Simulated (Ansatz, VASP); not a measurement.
**V: VASP beside Ansatz**

```
CELL_PARAMETERS angstrom
-1.44922 1.44922 1.44922
1.44922 -1.44922 1.44922
1.44922 1.44922 -1.44922
ATOMIC_POSITIONS crystal
V 0.00000 0.00000 0.00000
```

Alike in both runs: task single point; functional PBEsol; k mesh 20 × 20 × 20; occupations gaussian, width 0.1 eV; no spin polarisation.

```csv
,VASP,Ansatz
version,VASP 6.6.1,Ansatz 0.2.0
potentials or method,"VASP PAW PBE potentials, release 64 (V_sv)","scalar-relativistic, plane waves, PAW"
plane-wave cutoff (eV),520,420
valence electrons in the cell,13,13
```

```tsv
	VASP	Ansatz	Ansatz less VASP
gap on the k mesh at the Fermi level (eV)	none	none	-
pressure (GPa)	14.0	13.7	-0.34
```

A gap of «none» marks a metal or a gap that the smearing closes. With one functional, cell and mesh, what is left measures potentials, basis and numerics.

Caveats: the PAW data sets were made with another functional, which shifts forces and pressure a little (VASP).
